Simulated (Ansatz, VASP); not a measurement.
# C: VASP beside Ansatz

One calculation is typed for both programs; each brings its own data sets. How far apart do they land? The cell is taken from a series of runs on this material, whose earlier steps may have relaxed, scaled, displaced or heated it; both programs get it as it stands.

Calculated with Ansatz 0.2.0; plane waves, with VASP 6.6.1 beside it; single point at HSE06 with D3(BJ).

**1. Set-up**

Symmetry: R-3m, No. 166, trigonal system. The conventional cell has a = 2.460 Å, b = 2.460 Å, c = 58.300 Å, α = 90.00°, β = 90.00°, γ = 120.00°. Nearest to C lie 3 C at 1.42 Å. Nearest to C lie 3 C at 1.42 Å.

As a file:

```cif
data_structure
_symmetry_space_group_name_H-M 'R-3m:H'
_symmetry_Int_Tables_number 166
_cell_length_a 2.4600
_cell_length_b 2.4600
_cell_length_c 58.3000
_cell_angle_alpha 90.000
_cell_angle_beta 90.000
_cell_angle_gamma 120.000
_cell_volume 305.54
loop_
_atom_site_label
_atom_site_type_symbol
_atom_site_symmetry_multiplicity
_atom_site_Wyckoff_symbol
_atom_site_fract_x
_atom_site_fract_y
_atom_site_fract_z
_atom_site_occupancy
C1 C 6 c 0.00000 0.00000 0.74677 1
C2 C 6 c 0.00000 0.00000 0.58626 1
C3 C 6 c 0.00000 0.00000 0.52845 1
C4 C 6 c 0.33333 0.66667 0.52906 1
```

**2. Ansatz: single point, HSE06 with D3(BJ)**

Ansatz runs on its default PAW (the set named soft_2) files.

With cell and atoms fixed, the geometry can't cause a difference; cores, projectors, grids and the points listed under the comparison can.

input.yaml

```yaml
crystal:
  lattice:
    - [2.46, 0.0, 0.0]
    - [-1.23, 2.1304224933, 0.0]
    - [0.0, -1.4202816622, 19.4333333333]
  atoms:
    - { symbol: C, position: [0.2330445969, 0.4660891938, 0.6991337907] }
    - { symbol: C, position: [0.7395111492, 0.4790222985, 0.2185334477] }
    - { symbol: C, position: [0.0725385935, 0.145077187, 0.2176157804] }
    - { symbol: C, position: [0.9000171527, 0.8000343053, 0.700051458] }
    - { symbol: C, position: [0.0147255575, 0.0294511149, 0.0441766724] }
    - { symbol: C, position: [0.9578301887, 0.9156603774, 0.873490566] }
    - { symbol: C, position: [0.348670669, 0.6973413379, 0.0460120069] }
    - { symbol: C, position: [0.6238850772, 0.2477701544, 0.8716552316] }
kpoints:
  mp_grid: { grid: [5, 5, 5] }
hamiltonian:
  xc: hse06
  dispersion: d3bj
scf:
  occupations: { method: fixed }
  n_extra_bands: 6
  lower_state_search: "off"
  convergence: { dr2_threshold: 1.0e-09 }
output:
  eigenvalues: true
basis:
  ecutwfc: 650
```

The run is started by

```bash
ansatz run input.yaml --threads 20 --pin off --max-ram 73728MiB --backend cpu --events-out ev --progress --plain --runs-dir out
```

Numbers of over 12 decimals in the logs are rounded to 6 here.

Log:

```text
scf.n_extra_bands = 6 over 16 filled bands (N_el = 32.0): the run solves 22 bands
Engine: ansatz 0.2.0, aarch64-unknown-linux-gnu
Pseudopotentials: kind: paw
Pseudopotential: C, paw, valence charge 4, recommended cutoff 420 eV (normal), C.paw.azcp
Functional definition: HSE06
  parameter a = 0.25
  parameter omega = 0.11/bohr
  exchange = pbe_x - a*pbe_x_sr(omega) + a*exact_x_sr(omega)
  correlation = pbe_c
davidson cushion auto → on  (no smearing: the cushion is to keep the highest requested band from converging to the state above it; pin scf.eigensolver.cushion to override)
Crystal: 8 atoms, lattice volume = 101.847 Å³
Basis set: ecut = 650 eV, 3819 PW (Γ)
Bands: 22, of which v1, the nominal top of the filled ones, is band 16 counted from 1 (15 counted from 0)
Symmetry: 12 space group operations
Space group: R-3m (ITA 166), of the structure as read, at distance tolerance 4.7e-5 Å
k-points: 19 of 125
Non-local potential: C, projectors of the file, l = 0: 2, l = 1: 2, l = 2: 1
PAW form: soft (Blöchl's): semilocal exchange-correlation on the pseudo side does not see the compensation charge
PAW frozen core: C, regenerated for the run's functional, and the local potential with it (the file was generated under x = pbe(κ = 0.804, μ = 0.219515), c = pbe(β = 0.066725))
PAW one-centre angular grid: C, 110 points (default); XC on 64 Gauss nodes
Initial density: superposition of atomic densities (neutral atoms: chi_scale 0, normalization atom), corrected by the library's trained network
Initial wavefunctions: pseudopotential atomic-orbital guess
Functional: x = pbe(κ = 0.804, μ = 0.219515), c = pbe(β = 0.066725), warm-up for x = pbe(κ = 0.804, μ = 0.219515) + 0.25 (exact − pbe) at short range (hse, ω = 0.207870 Å⁻¹), c = pbe(β = 0.066725); HSE06 as pw.x's `hse` composes it (authors' and Libxc's form: `xc: wpbeh`)
SCF iter   1: F=—  HF=-2008.372095 eV  |F-HF|=—  |Δ(HF+E_count)|=         —  Δρ=2.84e-3  dr2=8.21e-3  ethr=1.77e-3  ⟨swp⟩=10.3  Hψ=2322  notcnv=0
preconditioner: auto → none  [insulator: Δε(μ)=2.551 eV  Ē_g=14.591 eV  n_scr=12 (ndim 8)  ℏωp=20.8 eV  f_vac=0.312]
SCF iter   2: F=—  HF=-2008.371238 eV  |F-HF|=—  |Δ(HF+E_count)|=   8.56e-4  Δρ=1.20e-3  dr2=1.09e-3  ethr=2.57e-5  ⟨swp⟩=5.1  Hψ=1383  notcnv=0  defer=16
SCF iter   3: F=-2008.371345 eV  HF=-2008.371390 eV  |F-HF|=4.47e-5  |Δ(HF+E_count)|=   1.52e-4  Δρ=5.50e-4  dr2=3.14e-4  ethr=3.39e-6  ⟨swp⟩=4.9  Hψ=1317  notcnv=0  defer=12
SCF 1 stopped early in 3 iterations: F = -2008.371345 eV  dr2 = 3.14e-4
  greatest PAW one-centre occupation: 0.674 electrons in one spin orbital (limit 2), on the C atom at site 5 (counted from 0), in its partial waves of l = 0
Initial density: handed on by an earlier stage of this run
Initial wavefunctions: those handed on with the density
Functional: x = pbe(κ = 0.804, μ = 0.219515) + 0.25 (exact − pbe) at short range (hse, ω = 0.207870 Å⁻¹), c = pbe(β = 0.066725); HSE06 as pw.x's `hse` composes it (authors' and Libxc's form: `xc: wpbeh`)
Exchange kernel: α = 0.2500, screened, ω = 0.2079 Å⁻¹, Wigner–Seitz truncation, v(0) = 994.8341 eV·Å³, q-mesh 5×5×5, nearest image of the exchange supercell L = 12.30 Å, pair-density grid 18×18×162, without the augmentation charges, whose exchange is taken in its separable form by FFT convolution over the k-point mesh (the finest that the files' search goes to), smooth part of the exact exchange by density-matrix convolution
Frozen-core exchange: fock
SCF iter   1: F=—  HF=-2008.423058 eV  |F-HF|=—  |Δ(HF+E_count)|=         —  Δρ=7.20e-3  dr2=2.73e-2  ethr=9.82e-6  ⟨swp⟩=8.4  Hψ=2106  notcnv=0
preconditioner: auto → none  [insulator: Δε(μ)=3.148 eV  Ē_g=16.532 eV  n_scr=12 (ndim 8)  ℏωp=20.8 eV  f_vac=0.312]
SCF iter   2: F=—  HF=-2008.412429 eV  |F-HF|=—  |Δ(HF+E_count)|=   1.06e-2  Δρ=2.88e-3  dr2=3.25e-3  ethr=9.82e-6  ⟨swp⟩=3.8  Hψ=1380  notcnv=0
SCF iter   3: F=—  HF=-2008.418368 eV  |F-HF|=—  |Δ(HF+E_count)|=   5.94e-3  Δρ=9.31e-4  dr2=4.70e-4  ethr=9.16e-6  ⟨swp⟩=4.2  Hψ=1252  notcnv=0  defer=6
SCF iter   4: F=—  HF=-2008.418232 eV  |F-HF|=—  |Δ(HF+E_count)|=   1.36e-4  Δρ=2.04e-4  dr2=8.86e-5  ethr=1.45e-6  ⟨swp⟩=4.9  Hψ=1285  notcnv=0  defer=2
iter 5 solved again at ethr=1.61e-8 eV; its pass at ethr=2.54e-7 eV (dr2=5.14e-6 eV) is discarded
SCF iter   5: F=—  HF=-2008.418208 eV  |F-HF|=—  |Δ(HF+E_count)|=   2.33e-5  Δρ=1.07e-4  dr2=1.14e-5  ethr=1.61e-8  ⟨swp⟩=2.9  Hψ=2170  notcnv=0  defer=2
SCF iter   6: F=-2008.418281 eV  HF=-2008.418285 eV  |F-HF|=4.01e-6  |Δ(HF+E_count)|=   7.71e-5  Δρ=9.25e-5  dr2=5.90e-6  ethr=1.60e-8  ⟨swp⟩=5.6  Hψ=1532  notcnv=0  defer=6
SCF 2 stopped early in 6 iterations: F = -2008.418281 eV  dr2 = 5.90e-6
  greatest PAW one-centre occupation: 0.677 electrons in one spin orbital (limit 2), on the C atom at site 5 (counted from 0), in its partial waves of l = 0
hybrid outer 1: dexx = +7.868e-3 eV, tail = 2.30e-5 eV
Exchange kernel: α = 0.2500, screened, ω = 0.2079 Å⁻¹, Wigner–Seitz truncation, v(0) = 994.8341 eV·Å³, q-mesh 5×5×5, nearest image of the exchange supercell L = 12.30 Å, pair-density grid 18×18×162, without the augmentation charges, whose exchange is taken in its separable form by FFT convolution over the k-point mesh (the finest that the files' search goes to), smooth part of the exact exchange by density-matrix convolution
Frozen-core exchange: fock
SCF iter   1: F=—  HF=-2008.418278 eV  |F-HF|=—  |Δ(HF+E_count)|=         —  Δρ=2.68e-5  dr2=5.18e-7  ethr=3.59e-7  ⟨swp⟩=4.4  Hψ=1053  notcnv=0
preconditioner: auto → none  [insulator: Δε(μ)=3.151 eV  Ē_g=16.552 eV  n_scr=12 (ndim 8)  ℏωp=20.8 eV  f_vac=0.311]
SCF iter   2: F=—  HF=-2008.418278 eV  |F-HF|=—  |Δ(HF+E_count)|=   4.74e-8  Δρ=1.08e-5  dr2=8.29e-8  ethr=1.54e-9  ⟨swp⟩=4.5  Hψ=1460  notcnv=0  defer=6
SCF iter   3: F=—  HF=-2008.418278 eV  |F-HF|=—  |Δ(HF+E_count)|=   8.00e-9  Δρ=4.83e-6  dr2=4.59e-8  ethr=1.86e-10  ⟨swp⟩=3.8  Hψ=1141  notcnv=0  defer=6
SCF iter   4: F=—  HF=-2008.418278 eV  |F-HF|=—  |Δ(HF+E_count)|=   2.53e-7  Δρ=6.87e-6  dr2=5.21e-8  ethr=2.60e-11  ⟨swp⟩=5.7  Hψ=1694  notcnv=0  defer=34
SCF iter   5: F=—  HF=-2008.418278 eV  |F-HF|=—  |Δ(HF+E_count)|=   1.21e-8  Δρ=2.36e-6  dr2=1.49e-8  ethr=2.60e-11  ⟨swp⟩=4.6  Hψ=1484  notcnv=0  defer=9
iter 6 solved again at ethr=1.00e-12 eV; its pass at ethr=2.60e-11 eV (dr2=6.50e-11 eV) is discarded
SCF iter   6: F=-2008.418278 eV  HF=-2008.418278 eV  |F-HF|=3.77e-11  |Δ(HF+E_count)|=   3.99e-9  Δρ=3.26e-7  dr2=9.67e-10  ethr=1.00e-12  ⟨swp⟩=3.8  Hψ=2230  notcnv=0
SCF 3 converged in 6 iterations: F = -2008.418278 eV  dr2 = 9.67e-10
hybrid outer 2: dexx = +2.998e-7 eV, tail = 3.89e-9 eV, Δε = 2.91e-3 eV (about 5.01e-5 eV left of the loop's levels)
the search or the solves at the SCF's close seem to have found levels that the self-consistency loop had missed (the run counts 2). By its estimate they hold under 1e-12 electrons; where the run keeps them, the occupations were computed again with them
hybrid SCF converged: 2 outer / 12 inner (+3 warm-up), last move |dexx| = 3.00e-7 eV, tail = 3.89e-9 eV
Stability not checked: this state was not tested for a lower state beside it, because the functional holds exact exchange (a hybrid, or Hartree-Fock), whose exchange loop this test does not read (fock_operator; see scf.lower_state_search)
Free energy (F): -2008.418278 eV
Frozen-core exchange: fock
Harris-Foulkes:  -2008.418278 eV  (|F-HF|=3.77e-11)
Internal energy: -2008.418278 eV  (E = F + TS)
E sigma→0 (E₀):  -2008.418278 eV
Fermi energy:    1.899932 eV
--- Per-component energies (eV) ---
  E_band       = -227.800323
  E_kinetic    = 726.196923
  E_local      = -7330.022050  (includes V_loc(G=0)·N_el)
  E_nonlocal   = 214.721982
  E_hartree    = 3368.023319
  E_xc         = -310.873519
  E_vxc        = -381.085030  (∫ρ·V_xc dr)
  E_exx        = -71.935769  (= α·E_x^exact, valence–valence)
  E_paw        = -795.559543  (= ΣΔE_a)
  E_vpaw       = -49.787481  (= ΣTr[D̂ρ^β])
  E_aug_tail   = 0.000009  (compensation charges beyond the density's cutoff)
  E_ewald      = 2192.167002
  E_disp       = -0.998887  (pairwise vdW)
  E_core_change = -0.137746  (= ΣΔE_core)
  E_smearing   = -0.000000  (= −TS)
  E_closure    = 0.000000  (closes the sum)
  Σ components = -2008.418278   (vs F -2008.418278, Δ=0.00e0)
--- Band table (eV; the first three rows and the last of 19) ---
  k-point 0: bands = [... 12 lower, -0.4936, -0.4936, -0.4929, -0.4929, 7.0669, 7.7913, 8.7096, 10.8534, ... 2 higher]
  k-point 1: bands = [... 12 lower, -0.4936, -0.4936, -0.4929, -0.4929, 7.0835, 7.7258, 8.8369, 10.3203, ... 2 higher]
  k-point 2: bands = [... 12 lower, -0.4936, -0.4936, -0.4929, -0.4929, 7.1151, 7.6302, 9.0885, 9.8991, ... 2 higher]
  k-point 18: bands = [... 12 lower, 1.2579, 1.5301, 1.7583, 1.8999, 5.0504, 5.1155, 5.1591, 5.2345, ... 2 higher]
```

Reading the cycles: dr2 is the Hartree energy of the density residual (eV), the measure of convergence; HF is the Harris–Foulkes estimate of the energy, which meets the free energy F at convergence.

**3. VASP: single point, HSE06 with D3(BJ)**

The same cell, functional and mesh now go to VASP, with its own data sets.

Lines of VASP's logs that name or quote its potential files are left out, and so is its time.

The run reads the wave functions of an earlier VASP run, which isn't shown here.

INCAR

```
SYSTEM = C
PREC = Accurate
ENCUT = 520
EDIFF = 1E-06
NELM = 100
ISMEAR = 0
SIGMA = 0.01
LREAL = .FALSE.
ALGO = Normal
LHFCALC = .TRUE.
AEXX = 0.25
GGA = PE
HFSCREEN = 0.208
IVDW = 12
VDW_S6 = 1
VDW_S8 = 2.31
VDW_A1 = 0.383
VDW_A2 = 5.685
LASPH = .TRUE.
NBANDS = 24
PRECFOCK = Fast
LORBIT = 11
LWAVE = .FALSE.
LCHARG = .FALSE.
KPAR = 8
ISIF = 2
```

POSCAR

```
C
1.0
    2.4600000000      0.0000000000      0.0000000000
   -1.2300000000      2.1304224933      0.0000000000
    0.0000000000     -1.4202816622     19.4333333333
C
8
Direct
    0.2330445969      0.4660891938      0.6991337907
    0.7395111492      0.4790222985      0.2185334477
    0.0725385935      0.1450771870      0.2176157804
    0.9000171527      0.8000343053      0.7000514580
    0.0147255575      0.0294511149      0.0441766724
    0.9578301887      0.9156603774      0.8734905660
    0.3486706690      0.6973413379      0.0460120069
    0.6238850772      0.2477701544      0.8716552316
```

KPOINTS

```
Automatic mesh
0
Gamma
5 5 5
0 0 0
```

PAW data sets: C (PBE family, release 64).

The run is started by

```bash
mpirun -np 8 vasp_std
```

Log:

```text
[banner, memory and clock lines left out]
running    8 mpi-ranks, on    1 nodes
 distrk:  each k-point on    1 cores,    8 groups
 distr:  one band on    1 cores,    1 groups

 POSCAR found type information on POSCAR C
 POSCAR found :  1 types and       8 ions
|                                                                             |
|           W    W    AA    RRRRR   N    N  II  N    N   GGGG   !!!           |
|           W    W   A  A   R    R  NN   N  II  NN   N  G    G  !!!           |
|           W    W  A    A  R    R  N N  N  II  N N  N  G       !!!           |
|           W WW W  AAAAAA  RRRRR   N  N N  II  N  N N  G  GGG   !            |
|           WW  WW  A    A  R   R   N   NN  II  N   NN  G    G                |
|           W    W  A    A  R    R  N    N  II  N    N   GGGG   !!!           |
|                                                                             |
|     For optimal performance we recommend to set                             |
|       NCORE = 2 up to number-of-cores-per-socket                            |
|     NCORE specifies how many cores store one orbital (NPAR=cpu/NCORE).      |
|     This setting can greatly improve the performance of VASP for DFT.       |
|     The default, NCORE=1 might be grossly inefficient on modern             |
|     multi-core architectures or massively parallel machines. Do your        |
|     Unfortunately you need to use the default for GW and RPA                |
|     calculations (for HF NCORE is supported but not extensively tested      |
|     yet).                                                                   |
|                                                                             |

 LDA part: xc-table for (Slater+PW92), standard interpolation
 found WAVECAR, reading the header
 POSCAR, INCAR and KPOINTS ok, starting setup
 FFT: planning ... GRIDC
 FFT: planning ... GRID_SOFT
 FFT: planning ... GRID
 reading WAVECAR
 the WAVECAR file was read successfully
 initial charge from wavefunction
 entering main loop
       N       E                     dE             d eps       ncg     rms          rms(c)
DAV:   1    -0.845191711759E+02   -0.84519E+02   -0.97952E-01  1056   0.651E+00    0.142E+00
DAV:   2    -0.845191134488E+02    0.57727E-04   -0.13758E-02  1184   0.707E-01    0.890E-01
DAV:   3    -0.845160994844E+02    0.30140E-02   -0.26328E-03  1128   0.301E-01    0.488E-01
DAV:   4    -0.845153478496E+02    0.75163E-03   -0.93895E-04  1200   0.180E-01    0.256E-01
DAV:   5    -0.845151682129E+02    0.17964E-03   -0.21487E-04  1216   0.889E-02    0.134E-01
DAV:   6    -0.845151230367E+02    0.45176E-04   -0.44861E-05  1192   0.419E-02    0.721E-02
DAV:   7    -0.845151125546E+02    0.10482E-04   -0.97034E-06  1192   0.202E-02    0.390E-02
DAV:   8    -0.845151115741E+02    0.98058E-06   -0.22219E-06  1040   0.100E-02
   1 F= -.85513859E+02 E0= -.85513859E+02  d E =-.662268E-70
```

(Continued in part 2 of 2.)

[Lines on the potential files, build, host, timing and source positions are cut from VASP's logs without a mark.]

[Logs are printed without paths, hosts, clocks, repeated set-up lines and the standing remarks that a program may print on its own settings, such as how far it seeks lower states.]

[Hosts, paths, dates, database ids (printed as entryN), source tags and the programs' standing remarks are cut or masked in the printed files.]
